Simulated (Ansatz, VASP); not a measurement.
## SnSe: VASP beside Ansatz

INCAR

```
SYSTEM = SnSe
PREC = Accurate
ENCUT = 520
EDIFF = 1E-8
ISMEAR = -1
SIGMA = 0.02
LREAL = .FALSE.
LASPH = .TRUE.
NELM = 100
ALGO = Normal
ISIF = 2
LWAVE = .FALSE.
LCHARG = .FALSE.
GGA = PE
LEFG = .TRUE.
NBANDS = 17
```

File KPOINTS:

```
Automatic mesh
0
G
  9 9 9
  0 0 0
```

POSCAR

```
SnSe
1.0
    0.0000000000      3.0100000000      3.0100000000
    3.0100000000      0.0000000000      3.0100000000
    3.0100000000      3.0100000000      0.0000000000
Sn Se
1 1
Direct
    0.0132890365      0.0132890365     -0.0132890365
    0.5000000000      0.5000000000      0.5000000000
```

Input for Ansatz:

```yaml
crystal:
  lattice:
    - [0.0, 3.01, 3.01]
    - [3.01, 0.0, 3.01]
    - [3.01, 3.01, 0.0]
  atoms:
    - { symbol: Sn, position: [0.0132890365, 0.0132890365, -0.0132890365] }
    - { symbol: Se, position: [0.5, 0.5, 0.5] }
kpoints:
  mp_grid: { grid: [9, 9, 9] }
scf:
  occupations: { method: fermi_dirac, width: 0.02 }
hamiltonian:
  xc: pbe
  pseudopotentials: { kind: paw }
output:
  forces: true
  stress: true
  eigenvalues: true
  efg: { contact_densities: true }
  write_density: true
  write_potential: true
  elf: true
  volumetric_format: npy
```

Alike in both runs: task electric field gradients; functional PBE; k mesh 9 × 9 × 9; occupations fermi-dirac, width 0.02 eV; no spin polarisation.

|  | VASP | Ansatz |
| --- | --- | --- |
| version | VASP 6.6.1 | Ansatz 0.2.0 |
| potentials or method | VASP PAW PBE potentials, release 64 (Sn_d, Se) | PAW with Ansatz's default frozen-core files, scalar-relativistic |
| plane-wave cutoff (eV) | 520 | 420 |
| valence electrons in the cell | 20 | 30 |

```tsv
	VASP	Ansatz	Ansatz less VASP
pressure (GPa)	1.1	1.1	0.00
largest component of the traceless stress (GPa)	0.12	0.12	-0.003
rms of the force components (eV/Å)	0.008	0.006	-0.0016
Vzz of the field gradient on the site that differs most (V/Å²)	-5.4	-5.6	-0.17
```

Atom by atom the forces differ by 0.002 eV/Å (rms over components). The two sets of potentials don't hold the same shells in valence. Ansatz warned: «gradients_without_spin_orbit».

Caveats: spin-orbit coupling is left out, which moves the levels of the heavy elements; an odd mesh through Γ misses points on the zone boundary, where band edges often lie.
